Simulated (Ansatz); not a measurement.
Could Li2S exist in this structure?

Plane-wave DFT in Ansatz with scalar-relativistic PAW potentials. The crystal relaxes under PBE to Fm-3m with a = 5.706 Å, 15.48 Å³/atom. No spin polarisation.

```yaml
crystal:
  lattice:
    - [0.00000, 2.85282, 2.85282]
    - [2.85282, 0.00000, 2.85282]
    - [2.85282, 2.85282, 0.00000]
  atoms:
    - { symbol: Li, position: [0.25000, 0.25000, 0.25000] }
    - { symbol: Li, position: [0.75000, 0.75000, 0.75000] }
    - { symbol: S, position: [0.00000, 0.00000, 0.00000] }
```

Task: Test it against the elements, against displacements at the zone centre and against strain.

Result:
- Energy over the elements: -1.358 eV/atom (PBE, standard states in the same functional, gases uncorrected)
- Optical modes at Γ: all 6 real, 335 to 385 cm⁻¹ (PBEsol, without the LO-TO term)
- Least eigenvalue of the elastic tensor: 34 GPa (PBEsol)

It passes all three tests. So it is a local minimum against everything tried and bound against the elements. Modes at other wave vectors, other structures and decomposition into other compounds weren't tested here. The modes and the tensor belong to cells relaxed at their own level (15.07 Å³/atom for the tensor), not to the cell shown.